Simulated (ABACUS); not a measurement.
Runs of ABACUS 3.10.1 on Ga. The cell holds a slab with vacuum, 5 atoms: a = 2.808 Å, b = 2.985 Å, c = 24.504 Å, α = 90.00°, β = 90.00°, γ = 118.06°. The slab is cut from a database's or a generator's crystal, which needn't be the stable form of the element.

| level | gap on the mesh (eV) | largest force (eV/Å) | work function (eV) |
| --- | --- | --- | --- |
| LDA | none | 0.06 | - |
| PBEsol | none | 0.14 | 4.01 |
| RPBE | none | (b) | - |
| PBE | none | 0.30 | - |
| PW91 | none | 0.40 | (a) |

Alike in all rows: task single point; potentials or basis SG15 ONCV 1.2 PBE, DZP LCAO (the cutoffs set its grid); no spin polarisation; cell as given; k mesh 11 × 11 × 1; cutoff (eV) 1361; smearing fermi-dirac 0.05 eV.

Task: Fill in the values left out.

Result: (a) 3.92; (b) 0.34.

Caveats: the atomic orbitals were generated for these runs and aren't a published set; the basis of atomic orbitals isn't converged, which shifts pressures, moduli and gaps; the potentials were made for another functional, which shifts forces and pressure (some runs); confined orbitals describe the vacuum poorly, which shifts work functions (some runs).

A k mesh can miss the band edges, and the runs leave out spin-orbit coupling on Ga.

A gap of «none» marks a metal or a gap under the smearing width.
